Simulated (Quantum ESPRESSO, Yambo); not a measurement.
## InP (F-43m): G0W0 in Yambo against the screening cutoff

Wanted: the cheapest screening cutoff that holds the gap of InP (F-43m).

Main program and level: Yambo 5.3.0; PBE and many-body steps on it, plane waves.

## 1. The starting structure

The structure is cubic, space group F-43m (No. 216). The conventional cell has a = 5.869 Å, b = 5.869 Å, c = 5.869 Å, α = 90.00°, β = 90.00°, γ = 90.00°. Nearest to In lie 4 P at 2.54 Å. Nearest to P lie 4 In at 2.54 Å. Farther neighbours are not listed.

Coordinates:

```
In P
1.0
     0.00000    2.93435    2.93435
     2.93435    0.00000    2.93435
     2.93435    2.93435    0.00000
In P
1 1
Cartesian
  0.0000 0.0000 0.0000
  1.4672 1.4672 1.4672
```

The cell and positions come from the Crystallography Open Database and are kept as given unless a step says otherwise.

## 2. 3.25 Ha

This step: Yambo 5.3.0; G0W0 on PBE, plane waves, norm-conserving pseudopotentials.

G0W0 replaces the xc potential by the self-energy, built once from these orbitals. Only a window of levels is corrected, while the sums run over the empty bands that the input names.

gw7.in reads:

```
HF_and_locXC
gw0
dyson
ppa
em1d
rim_cut
RandQpts= 1000000
RandGvec= 1 RL
EXXRLvcs= 80 Ry
VXCRLvcs= 320 Ry
Chimod= "HARTREE"
% BndsRnXp
 1 | 127 |
%
NGsBlkXp= 6.5 Ry
% LongDrXp
 1 | 1 | 1 |
%
% GbndRnge
 1 | 127 |
%
DysSolver= "n"
ExtendOut
PPAPntXp= 27.21138 eV
% QPkrange
 1 | 1 | 12 | 15 |
%
```

Command:

```
$ OMP_NUM_THREADS=1 mpirun -n 8 yambo -F gw7.in -J gw7 -C gw7 > gw7.log
```

The program printed:

```text
 Yambo, version 5.3.0

 [02] CORE Variables Setup
 =========================

  [... cell, symmetries and grids as in the set-up ...]

  [02.05] Energies & Occupations
  ==============================

  [X] === General ===
  [X] Electronic Temperature                        :  0.000000  0.000000 [eV K]
  [X] Bosonic    Temperature                        :  0.000000  0.000000 [eV K]
  [X] Finite Temperature mode                       : no
  [X] El. density                                   :  0.51453E+24 [cm-3]
  [X] Fermi Level                                   :  8.260446 [eV]

  [X] === Gaps and Widths ===
  [X] Conduction Band Min                           :  0.686429 [eV]
  [X] Valence Band Max                              :  0.000000 [eV]
  [X] Filled Bands                                  :  13
  [X] Empty Bands                                   :    14   466
  [X] Direct Gap                                    :  0.686429 [eV]
  [X] Direct Gap localized at k                     :  1
  [X] Indirect Gap                                  :  0.686429 [eV]
  [X] Indirect Gap between kpts                     :  1  1
  [X] Last valence band width                       :  2.892736 [eV]
  [X] 1st conduction band width                     :  3.606219 [eV]

 [03] Transferred momenta grid and indexing
 ==========================================

 IBZ Q-points                                      :   8
 BZ  Q-points                                      :   64

 K/Q-points units:
 rlu = crystal or reduced units; cc = cartesian coordinates; iku = interal k-units

 Q [1]          [rlu]:  0.000000  0.000000  0.000000
 Q [2]          [rlu]:  0.92257E-17  0.92257E-17  0.25000
 Q [3]          [rlu]: -0.18451E-16 -0.18451E-16 -0.50000
 Q [4]          [rlu]:  0.20327E-17  0.25000      0.25000
 Q [5]          [rlu]: -0.25051E-16  0.25000      0.50000
 Q [6]          [rlu]: -0.73963E-16  0.25000     -0.25000
 Q [7]          [rlu]: -0.40653E-17 -0.50000     -0.50000
 Q [8]          [rlu]:  0.250000 -0.500000 -0.250000

 [04] Coloumb potential Random Integration (RIM)
 ===============================================

  [04.01] RIM initialization
  ==========================

  * Diagonal components only detected *

  8 x (sBL volume)        :  0.090926 [a.u.]
  sBZ random points       :  1000000
  Points outside the sBZ  :   7987327
  RL volume               :  0.727407 [a.u.]
  Integrated volume       :  0.728561 [a.u.]

  [04.02] RIM integrals
  =====================

  Gamma point sphere radius             :  0.081567 [a.u.]
  Points outside the sphere             :   799513
  [Int_sBZ(q=0) 1/q^2]*(Vol_sBZ)^(-1/3) =:  7.764325
                                 should be <:  7.795600

  Summary of Coulomb integrals for non-metallic bands |Q|[au] RIM/Bare

  Q [1] 0.100000E-4 0.995988 * Q [2] 0.245324 1.066027
  Q [4] 0.283276 1.064776 * Q [6] 0.400612 1.027388
  Q [5] 0.469759 1.020443 * Q [3] 0.490648 1.018189
  Q [7] 0.566551 1.014848 * Q [8] 0.633423 1.011845

 [WARNING] [Xp] User bands 1-127 break level degeneracy

 [05] Dipoles
 ============

  [05.01] Setup: observables and procedures
  =========================================

 [06] Dynamic Dielectric Matrix (PPA)
 ====================================

 [SLK-Inversion]  Pools        :  2
 [SLK-Inversion]  BLACS grid   :  2  2

 [WR./gw7//ndb.pp]---------------------------------------------------------------
  Brillouin Zone Q/K grids (IBZ/BZ)                :    8   64    8   64
  RL vectors                                       :   5029 [WF]
  Coulomb cutoff potential                         : none
  Electronic Temperature                           :  0.000000 [K]
  Bosonic    Temperature                           :  0.000000 [K]
  PPA    diel. fun.  energies                      : Perdew, Burke & Ernzerhof(X)+Perdew, Burke & Ernzerhof(C)
  wavefunctions                                    : Perdew, Burke & Ernzerhof(X)+Perdew, Burke & Ernzerhof(C)
  Global Gauge                                     : length
  X matrix size                                    :   89
  X band range                                     :    1  127
  X e/h energy range                               : -1.000000 -1.000000 [eV]
  X Time ordering                                  : R
  X Hxc Kernel                                     : HARTREE
  X Drude frequency                                :  0.000000  0.000000
  X poles                                          :  100.0000 [o/o]
  RL vectors in the sum                            :   5029
  [r,Vnl] included                                 : yes
  Field direction                                  :  0.577350E-5  0.577350E-5  0.577350E-5
  BZ energy Double Grid                            : no
  BZ energy DbGd points                            : 0
  BZ Q point size factor                           : -1.000000
  X Optical Averaged directions                    : none

 [07] Local Exchange-Correlation + Non-Local Fock
 ================================================

 [VXC] Plane waves :   33079
 [EXS] Plane waves :   4279

 QP @ state[ 1 ] K range:  1  1
 QP @ state[ 1 ] b range:  12  15

 [xc] Functional : Perdew, Burke & Ernzerhof(X)+Perdew, Burke & Ernzerhof(C)
 [xc] LIBXC used to calculate xc functional
  PP Number of Atomic Species                      :  2
  NLCC RL compoments                               :   33079
  PP Number of Atomic Species                      :  2
  NLCC RL compoments                               :   33079

 [xc] E_xc :  -18.18593 [Ha]
      E_xc :  -36.37186 [Ry]

  Local XC kind (lXC) : Perdew, Burke & Ernzerhof(X)+Perdew, Burke & Ernzerhof(C)
  Non-Local XC kind (nlXC) : Hartree-Fock

  Corrections @ K [1] :  [eV]
 <12|nlXC|12> = -14.70535  0.10392E-16 <12|lXC|12> = -12.90482  0.000000
 <13|nlXC|13> = -14.70528 -0.87421E-18 <13|lXC|13> = -12.90482  0.000000
 <14|nlXC|14> = -7.812628 -0.41644E-17 <14|lXC|14> = -11.73024  0.000000
 <15|nlXC|15> = -6.358432 -0.19473E-17 <15|lXC|15> = -10.77631  0.000000

 [08] Dyson equation: Newton solver
 ==================================

  [08.01] G0W0 (W PPA)
  ====================

  [  GW  ] Bands range     :    1  127
  [GW/PPA] G damping       :  0.100000 [eV]

  QP @ state[ 1 ] K range:  1  1
  QP @ state[ 1 ] b range:  12  15

   Sc/G bands                                       :    1  127
   Sc/G damping                                     :  0.100000 ev
   Sc bands terminator                              : no
   Sx RL components                                 :   4279

   QP @ state[ 1 ] K range                          :  1  1
   QP @ state[ 1 ] b range                          :  12  15
   GF energies kind                                 : Perdew, Burke & Ernzerhof(X)+Perdew, Burke & Ernzerhof(C)
   GF WF`s kind                                     : Perdew, Burke & Ernzerhof(X)+Perdew, Burke & Ernzerhof(C)
   Xs energies kind                                 : Perdew, Burke & Ernzerhof(X)+Perdew, Burke & Ernzerhof(C)
   Xs WF`s kind                                     : Perdew, Burke & Ernzerhof(X)+Perdew, Burke & Ernzerhof(C)

 [11] Game Over & Game summary
```

It took 22 s on 8 MPI ranks of INTEL XEON PLATINUM 8581C at 2.30GHz (Emerald Rapids), shared host; peak memory 3.3 GiB.

This step gave:

| Property | Result |
| --- | --- |
| G0W0 gap on the points computed | 1.379 eV |
| starting gap on the mesh | 0.6864 eV |
| k of the valence top | 0, 0, 0 |
| k of the conduction bottom | 0, 0, 0 |
| least direct G0W0 gap on the computed points | 1.379 eV |
| Z at the valence top | 0.7829 |
| Z at the conduction bottom | 0.7962 |

The gap on the mesh goes from 0.69 eV to 1.38 eV, a correction of +0.69 eV.

## 3. 5.25 Ha

gw8.in reads:

```
HF_and_locXC
gw0
dyson
ppa
em1d
rim_cut
RandQpts= 1000000
RandGvec= 1 RL
EXXRLvcs= 80 Ry
VXCRLvcs= 320 Ry
Chimod= "HARTREE"
% BndsRnXp
 1 | 127 |
%
NGsBlkXp= 10.5 Ry
% LongDrXp
 1 | 1 | 1 |
%
% GbndRnge
 1 | 127 |
%
DysSolver= "n"
ExtendOut
PPAPntXp= 27.21138 eV
% QPkrange
 1 | 1 | 12 | 15 |
%
```

Command:

```
$ OMP_NUM_THREADS=1 mpirun -n 8 yambo -F gw8.in -J gw8 -C gw8 > gw8.log
```

The program printed:

```text
 Yambo, version 5.3.0

 [02] CORE Variables Setup
 =========================

  [... cell, symmetries and grids as in the set-up ...]

  [02.05] Energies & Occupations
  ==============================

  [X] === General ===
  [X] Electronic Temperature                        :  0.000000  0.000000 [eV K]
  [X] Bosonic    Temperature                        :  0.000000  0.000000 [eV K]
  [X] Finite Temperature mode                       : no
  [X] El. density                                   :  0.51453E+24 [cm-3]
  [X] Fermi Level                                   :  8.260446 [eV]

  [X] === Gaps and Widths ===
  [X] Conduction Band Min                           :  0.686429 [eV]
  [X] Valence Band Max                              :  0.000000 [eV]
  [X] Filled Bands                                  :  13
  [X] Empty Bands                                   :    14   466
  [X] Direct Gap                                    :  0.686429 [eV]
  [X] Direct Gap localized at k                     :  1
  [X] Indirect Gap                                  :  0.686429 [eV]
  [X] Indirect Gap between kpts                     :  1  1
  [X] Last valence band width                       :  2.892736 [eV]
  [X] 1st conduction band width                     :  3.606219 [eV]

 [03] Transferred momenta grid and indexing
 ==========================================

 IBZ Q-points                                      :   8
 BZ  Q-points                                      :   64

 K/Q-points units:
 rlu = crystal or reduced units; cc = cartesian coordinates; iku = interal k-units

 Q [1]          [rlu]:  0.000000  0.000000  0.000000
 Q [2]          [rlu]:  0.92257E-17  0.92257E-17  0.25000
 Q [3]          [rlu]: -0.18451E-16 -0.18451E-16 -0.50000
[...]
================================================

 [VXC] Plane waves :   33079
 [EXS] Plane waves :   4279

 QP @ state[ 1 ] K range:  1  1
 QP @ state[ 1 ] b range:  12  15

 [xc] Functional : Perdew, Burke & Ernzerhof(X)+Perdew, Burke & Ernzerhof(C)
 [xc] LIBXC used to calculate xc functional
  PP Number of Atomic Species                      :  2
  NLCC RL compoments                               :   33079
  PP Number of Atomic Species                      :  2
  NLCC RL compoments                               :   33079

 [xc] E_xc :  -18.18593 [Ha]
      E_xc :  -36.37186 [Ry]

  Local XC kind (lXC) : Perdew, Burke & Ernzerhof(X)+Perdew, Burke & Ernzerhof(C)
  Non-Local XC kind (nlXC) : Hartree-Fock

  Corrections @ K [1] :  [eV]
 <12|nlXC|12> = -14.70535  0.10392E-16 <12|lXC|12> = -12.90482  0.000000
 <13|nlXC|13> = -14.70528 -0.87421E-18 <13|lXC|13> = -12.90482  0.000000
 <14|nlXC|14> = -7.812628 -0.41644E-17 <14|lXC|14> = -11.73024  0.000000
 <15|nlXC|15> = -6.358432 -0.19473E-17 <15|lXC|15> = -10.77631  0.000000

 [08] Dyson equation: Newton solver
 ==================================

  [08.01] G0W0 (W PPA)
  ====================

  [  GW  ] Bands range     :    1  127
  [GW/PPA] G damping       :  0.100000 [eV]

  QP @ state[ 1 ] K range:  1  1
  QP @ state[ 1 ] b range:  12  15

   Sc/G bands                                       :    1  127
   Sc/G damping                                     :  0.100000 ev
   Sc bands terminator                              : no
   Sx RL components                                 :   4279

   QP @ state[ 1 ] K range                          :  1  1
   QP @ state[ 1 ] b range                          :  12  15
   GF energies kind                                 : Perdew, Burke & Ernzerhof(X)+Perdew, Burke & Ernzerhof(C)
   GF WF`s kind                                     : Perdew, Burke & Ernzerhof(X)+Perdew, Burke & Ernzerhof(C)
   Xs energies kind                                 : Perdew, Burke & Ernzerhof(X)+Perdew, Burke & Ernzerhof(C)
   Xs WF`s kind                                     : Perdew, Burke & Ernzerhof(X)+Perdew, Burke & Ernzerhof(C)

 [11] Game Over & Game summary
```

The job ended after 26 s (8 MPI ranks; peak memory 3.3 GiB; 3.4 min of CPU time).

Numbers from this step:

* G0W0 gap on the points computed: 1.380 eV
* starting gap on the mesh: 0.6864 eV
* k of the valence top: 0, 0, 0
* k of the conduction bottom: 0, 0, 0
* least direct G0W0 gap on the computed points: 1.380 eV
* Z at the valence top: 0.7807
* Z at the conduction bottom: 0.7944

Against the run before, the gap moves by +0.001 eV.

## 4. 10.5 Ha

gw9.in reads:

```
HF_and_locXC
gw0
dyson
ppa
em1d
rim_cut
RandQpts= 1000000
RandGvec= 1 RL
EXXRLvcs= 80 Ry
VXCRLvcs= 320 Ry
Chimod= "HARTREE"
% BndsRnXp
 1 | 127 |
%
NGsBlkXp= 21 Ry
% LongDrXp
 1 | 1 | 1 |
%
% GbndRnge
 1 | 127 |
%
DysSolver= "n"
ExtendOut
PPAPntXp= 27.21138 eV
% QPkrange
 1 | 1 | 12 | 15 |
%
```

Command:

```
$ OMP_NUM_THREADS=1 mpirun -n 8 yambo -F gw9.in -J gw9 -C gw9 > gw9.log
```

The program printed:

```text
 Yambo, version 5.3.0

 [02] CORE Variables Setup
 =========================

  [... cell, symmetries and grids as in the set-up ...]

  [02.05] Energies & Occupations
  ==============================

  [X] === General ===
  [X] Electronic Temperature                        :  0.000000  0.000000 [eV K]
  [X] Bosonic    Temperature                        :  0.000000  0.000000 [eV K]
  [X] Finite Temperature mode                       : no
  [X] El. density                                   :  0.51453E+24 [cm-3]
[...]
Sx RL components                                 :   4279

   QP @ state[ 1 ] K range                          :  1  1
   QP @ state[ 1 ] b range                          :  12  15
   GF energies kind                                 : Perdew, Burke & Ernzerhof(X)+Perdew, Burke & Ernzerhof(C)
   GF WF`s kind                                     : Perdew, Burke & Ernzerhof(X)+Perdew, Burke & Ernzerhof(C)
   Xs energies kind                                 : Perdew, Burke & Ernzerhof(X)+Perdew, Burke & Ernzerhof(C)
   Xs WF`s kind                                     : Perdew, Burke & Ernzerhof(X)+Perdew, Burke & Ernzerhof(C)

 [11] Game Over & Game summary
```

Run time: 1.7 min. Hardware: 8 MPI ranks; peak memory 3.3 GiB.

This step gave:

```
G0W0 gap on the points computed              : 1.381 eV
starting gap on the mesh                     : 0.6864 eV
k of the valence top                         : 0, 0, 0
k of the conduction bottom                   : 0, 0, 0
least direct G0W0 gap on the computed points : 1.381 eV
```

Against the run before, the gap moves by +0.0003 eV.

## 5. 13 Ha

gw10.in reads:

```
HF_and_locXC
gw0
dyson
ppa
em1d
rim_cut
RandQpts= 1000000
RandGvec= 1 RL
EXXRLvcs= 80 Ry
VXCRLvcs= 320 Ry
Chimod= "HARTREE"
% BndsRnXp
 1 | 127 |
%
NGsBlkXp= 26 Ry
% LongDrXp
 1 | 1 | 1 |
%
% GbndRnge
 1 | 127 |
%
DysSolver= "n"
ExtendOut
PPAPntXp= 27.21138 eV
% QPkrange
 1 | 1 | 12 | 15 |
%
```

Command:

```
$ OMP_NUM_THREADS=1 mpirun -n 8 yambo -F gw10.in -J gw10 -C gw10 > gw10.log
```

The program printed:

```text
 Yambo, version 5.3.0

 [02] CORE Variables Setup
 =========================

  [... cell, symmetries and grids as in the set-up ...]

  [02.05] Energies & Occupations
  ==============================

  [X] === General ===
  [X] Electronic Temperature                        :  0.000000  0.000000 [eV K]
  [X] Bosonic    Temperature                        :  0.000000  0.000000 [eV K]
  [X] Finite Temperature mode                       : no
  [X] El. density                                   :  0.51453E+24 [cm-3]
[...]
Sx RL components                                 :   4279

   QP @ state[ 1 ] K range                          :  1  1
   QP @ state[ 1 ] b range                          :  12  15
   GF energies kind                                 : Perdew, Burke & Ernzerhof(X)+Perdew, Burke & Ernzerhof(C)
   GF WF`s kind                                     : Perdew, Burke & Ernzerhof(X)+Perdew, Burke & Ernzerhof(C)
   Xs energies kind                                 : Perdew, Burke & Ernzerhof(X)+Perdew, Burke & Ernzerhof(C)
   Xs WF`s kind                                     : Perdew, Burke & Ernzerhof(X)+Perdew, Burke & Ernzerhof(C)

 [11] Game Over & Game summary
```

Wall time 4 min (8 MPI ranks); peak memory 3.4 GiB; 32 min of CPU time.

Numbers from this step:

* G0W0 gap on the points computed: 1.386 eV
* starting gap on the mesh: 0.6864 eV
* k of the valence top: 0, 0, 0
* k of the conduction bottom: 0, 0, 0
* least direct G0W0 gap on the computed points: 1.386 eV

Against the run before, the gap moves by +0.006 eV.

## 6. 16.25 Ha

gw11.in reads:

```
HF_and_locXC
gw0
dyson
ppa
em1d
rim_cut
RandQpts= 1000000
RandGvec= 1 RL
EXXRLvcs= 80 Ry
VXCRLvcs= 320 Ry
Chimod= "HARTREE"
% BndsRnXp
 1 | 127 |
%
NGsBlkXp= 32.5 Ry
% LongDrXp
 1 | 1 | 1 |
%
% GbndRnge
 1 | 127 |
%
DysSolver= "n"
ExtendOut
PPAPntXp= 27.21138 eV
% QPkrange
 1 | 1 | 12 | 15 |
%
```

Command:

```
$ OMP_NUM_THREADS=1 mpirun -n 8 yambo -F gw11.in -J gw11 -C gw11 > gw11.log
```

The program printed:

```text
 Yambo, version 5.3.0

 [02] CORE Variables Setup
 =========================

  [... cell, symmetries and grids as in the set-up ...]

  [02.05] Energies & Occupations
  ==============================

  [X] === General ===
  [X] Electronic Temperature                        :  0.000000  0.000000 [eV K]
  [X] Bosonic    Temperature                        :  0.000000  0.000000 [eV K]
  [X] Finite Temperature mode                       : no
  [X] El. density                                   :  0.51453E+24 [cm-3]
[...]
Sx RL components                                 :   4279

   QP @ state[ 1 ] K range                          :  1  1
   QP @ state[ 1 ] b range                          :  12  15
   GF energies kind                                 : Perdew, Burke & Ernzerhof(X)+Perdew, Burke & Ernzerhof(C)
   GF WF`s kind                                     : Perdew, Burke & Ernzerhof(X)+Perdew, Burke & Ernzerhof(C)
   Xs energies kind                                 : Perdew, Burke & Ernzerhof(X)+Perdew, Burke & Ernzerhof(C)
   Xs WF`s kind                                     : Perdew, Burke & Ernzerhof(X)+Perdew, Burke & Ernzerhof(C)

 [11] Game Over & Game summary
```

Elapsed: 6.8 min, on 8 MPI ranks; peak memory 3.5 GiB.

Numbers from this step:

```
G0W0 gap on the points computed              : 1.389 eV
starting gap on the mesh                     : 0.6864 eV
k of the valence top                         : 0, 0, 0
k of the conduction bottom                   : 0, 0, 0
least direct G0W0 gap on the computed points : 1.389 eV
```

Against the run before, the gap moves by +0.003 eV.

## 7. The runs together

Times are wall times on 8 MPI ranks of INTEL XEON PLATINUM 8581C at 2.30GHz (Emerald Rapids), shared host, good to a factor of about two.

```csv
run,mesh,bands,screening cutoff (eV),DFT gap (eV),gap on the mesh (eV),direct (eV),time
3.25 Ha,4×4×4,127,88.4,0.686,1.379,1.379,22 s
5.25 Ha,4×4×4,127,142.9,0.686,1.380,1.380,26 s
10.5 Ha,4×4×4,127,285.7,0.686,1.381,1.381,1.7 min
13 Ha,4×4×4,127,353.7,0.686,1.386,1.386,4 min
16.25 Ha,4×4×4,127,442.2,0.686,1.389,1.389,6.8 min
```

## 8. Results

```
3.25 Ha      : 1.379 eV
5.25 Ha      : 1.380 eV
10.5 Ha      : 1.381 eV
13 Ha        : 1.386 eV
16.25 Ha     : 1.389 eV
known limits : not at the basis limit; no spin-orbit coupling; coarse k mesh
```

**Reading.** The setting moved: screening cutoff. From 3.25 Ha to 16.25 Ha the gap moves by +0.01 eV, for 18 times the time. It holds to 0.03 eV from 3.25 Ha on. Bands and screening cutoff are coupled, so a series along one setting does not show full convergence. Bands and cutoff are finite, so the gap is not at the basis limit. The miss can reach some tenths of an eV and take either sign; the mesh is an error of its own. In the G0W0 runs levels were corrected at 1 k point alone, so a gap called «on the mesh» is the least over those, and an edge elsewhere would be missed. The 4×4×4 mesh is coarse for this cell, which bears on the long-range parts of exchange and screening. The many-body steps are scalar-relativistic: spin-orbit coupling is not in them.

[Paths, hosts, dates, memory and timing lines, banners, echoed tables and standing remarks are left out of the program output.]

[Logs are printed without paths, hosts, clocks, repeated set-up lines and the standing remarks that a program may print on its own settings, such as how far it seeks lower states.]

[Runs of the session that timed out or met a known fault of the program may be left out.]

[Hosts, paths, dates, database ids (printed as entryN), source tags and the programs' standing remarks are cut or masked in the printed files.]
